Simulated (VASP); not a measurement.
# Settings for Al: self-consistent run

Al, I4/mmm (no. 139), 1 atom in the cell. HSE06; PAW potentials Al (PBE set). VASP 6.6.1.

Wanted: energy within 10 meV/atom.

What the run is for: energy; Accuracy asked: screening.

POSCAR:
```
Al
1.0
    0.0000000000      2.0248050000      2.0551770750
    2.0248050000      0.0000000000      2.0551770750
    2.0248050000      2.0248050000      0.0000000000
Al
1
Direct
    0.0000000000      0.0000000000      0.0000000000
```

The series start from Plane-wave cutoff (eV): 310; Smearing width (eV): 0.03; k-point mesh: 6 × 6 × 6; FFT grid for exact exchange (PRECFOCK): Normal; Reduction of the exchange mesh (NKRED): 1; Precision mode (PREC): Accurate; Electronic threshold (eV): 1e-6; Bands in all (NBANDS): 11; Aspherical gradient terms in the spheres (LASPH): yes; Electronic algorithm: ALGO=Normal. Each series keeps the choices made before it, and each single choice may use up half of a tolerance. Times cover all steps of a run.

## Plane-wave cutoff (eV)

| Plane-wave cutoff (eV) | Energy less reference (meV/atom) | Time (s) |
|---|---|---|
| 240 | 5 | 83 |
| 280 | 3 | 88 |
| 310 | 2 | 128 |
| 360 | 1 | 138 |
| 430 | 0 | 189 |
| 540 (reference) | 0 | 301 |

Chosen: 280, the loosest value from which every tighter one stays within half of the tolerance.

## Smearing width (eV)

| Smearing width (eV) | Energy less reference (meV/atom) | Time (s) |
|---|---|---|
| 0.15 | -1 | 113 |
| 0.1 | 0 | 111 |
| 0.07 | 0 | 95 |
| 0.05 | 0 | 101 |
| 0.03 | 0 | 88 |
| 0.02 (reference) | 0 | 69 |

Chosen: 0.15.

## k-point mesh

| k-point mesh | Energy less reference (meV/atom) | Time (s) |
|---|---|---|
| 4 × 4 × 4 | 265 | 14 |
| 6 × 6 × 6 | -98 | 113 |
| 8 × 8 × 8 | -15 | 394 |
| 10 × 10 × 10 (reference) | 0 | 1656 |

Chosen: 10 × 10 × 10; the next looser run is off by more than half of the tolerance, so convergence isn't shown beyond this value.

The choices weren't compared together with a run at all the tightest settings, so their joint error isn't shown.

## The input

INCAR.step1:
```
  ALGO = Normal
  EDIFF = 1E-5
  ENCUT = 280
  GGA = PE
  GGA_COMPAT = False
  ISIF = 2
  ISMEAR = -1
  LASPH = True
  LCHARG = False
  LREAL = False
  LWAVE = True
  NBANDS = 11
  NELM = 120
  PREC = Accurate
  SIGMA = 0.15
```

INCAR.step2, as INCAR.step1 but for:
```
- EDIFF = 1E-5
- LWAVE = True
+ EDIFF = 1E-6
+ HFSCREEN = 0.2
+ ISTART = 1
+ LHFCALC = True
+ LWAVE = False
+ PRECFOCK = Normal
```

KPOINTS:
```
Automatic mesh
0
Gamma
  10 10 10
  0 0 0
```

Commands (each step's output is kept before the next begins):
```
cat potpaw_PBE.64/Al/POTCAR > POTCAR
cp INCAR.step1 INCAR
mpirun -np 1 vasp_std > vasp.out
cp INCAR.step2 INCAR
mpirun -np 1 vasp_std > vasp.out
```

The chosen input took VASP 6.6.1 1656 s on 1 core (AMD EPYC 7R43 (Zen 3)), a shared host.

## An input that fails: mixing far too strong

VASP's message: ERROR FEXCP: supplied Exchange-correletion table is too small, maximal index : 4170.

Changes against the starting input:
```
- NELM = 120
+ NELM = 97
+ IMIX = 1
+ AMIX = 2.0
+ BMIX = 0.0001
```
